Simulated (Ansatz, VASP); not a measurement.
# One calculation of BAs, two programs

POSCAR

```
BAs
1.0
    0.0000000000      2.3885000000      2.3885000000
    2.3885000000      0.0000000000      2.3885000000
    2.3885000000      2.3885000000      0.0000000000
As B
1 1
Direct
    0.7500000000      0.7500000000      0.7500000000
    0.0000000000      0.0000000000      0.0000000000
```

INCAR.step1

```
SYSTEM = BAs
ALGO = Normal
EDIFF = 1E-5
ENCUT = 520
GGA = PE
ISIF = 2
ISMEAR = -1
LASPH = .TRUE.
LCHARG = .FALSE.
LREAL = .FALSE.
LWAVE = .TRUE.
NBANDS = 11
NELM = 100
PREC = Accurate
SIGMA = 0.05
```

File INCAR.step2:

```
SYSTEM = BAs
ALGO = Normal
EDIFF = 1E-7
ENCUT = 520
GGA = PE
HFSCREEN = 0.2079
ISIF = 2
ISMEAR = -1
ISTART = 1
LASPH = .TRUE.
LCHARG = .FALSE.
LHFCALC = .TRUE.
LREAL = .FALSE.
LWAVE = .FALSE.
NBANDS = 11
NELM = 100
PREC = Accurate
PRECFOCK = Normal
SIGMA = 0.05
```

File KPOINTS:

```
k-points
0
G
  5 5 5
  0 0 0
```

The input input.yaml:

```yaml
crystal:
  lattice:
    - [0.0, 2.3885, 2.3885]
    - [2.3885, 0.0, 2.3885]
    - [2.3885, 2.3885, 0.0]
  atoms:
    - { symbol: As, position: [0.75, 0.75, 0.75] }
    - { symbol: B, position: [0.0, 0.0, 0.0] }
hamiltonian:
  xc: hse06
  pseudopotentials: { kind: paw }
kpoints:
  mp_grid: { grid: [5, 5, 5] }
  band_path:
    path:
      - [[0.0, 0.0, 0.0], [0.5, 0.0, 0.5], [0.5, 0.25, 0.75], [0.375, 0.375, 0.75], [0.0, 0.0, 0.0], [0.5, 0.5, 0.5], [0.625, 0.25, 0.625], [0.5, 0.25, 0.75], [0.5, 0.5, 0.5], [0.375, 0.375, 0.75]]
      - [[0.625, 0.25, 0.625], [0.5, 0.0, 0.5]]
    npoints: 4
scf:
  occupations: { method: fermi_dirac, width: 0.05 }
  n_extra_bands: 6
output:
  forces: true
  stress: true
  eigenvalues: true
  fatbands: false
```

Alike in both runs: functional HSE06; k mesh 5 × 5 × 5; occupations fermi-dirac, width 0.05 eV; no spin polarisation.

```csv
,VASP,Ansatz
version,VASP 6.6.1,Ansatz 0.2.0
potentials or method,"VASP PAW PBE potentials, release 64 (As, B)",Ansatz PAW
plane-wave cutoff (eV),520,420
valence electrons in the cell,8,18
task,single point,band structure
```

VASP gave:

| Property | Result |
| --- | --- |
| gap on the k mesh at the Fermi level (eV) | 1.85 |
| least direct gap on the mesh (eV) | 4.12 |
| pressure (GPa) | -0.4 |

**Question.** Which values does Ansatz return?

**Answer.** gap on the k mesh at the Fermi level (eV): 1.84; least direct gap on the mesh (eV): 4.13; pressure (GPa): -0.3.

With one functional, cell and mesh, what is left measures potentials, basis and numerics. The two sets of potentials don't hold the same shells in valence.

Caveats: the k mesh is coarse (spacing up to 0.46 Å⁻¹), so the values aren't converged, least of all with exact exchange; the PAW data sets were made with another functional, which shifts forces and pressure a little (VASP); an odd mesh through Γ misses points on the zone boundary, where band edges often lie (VASP); the PAW data sets come from PBE, with cores solved anew for the run's functional, which leaves a small shift of forces and pressure (Ansatz); the thresholds are loose for stress (Ansatz).
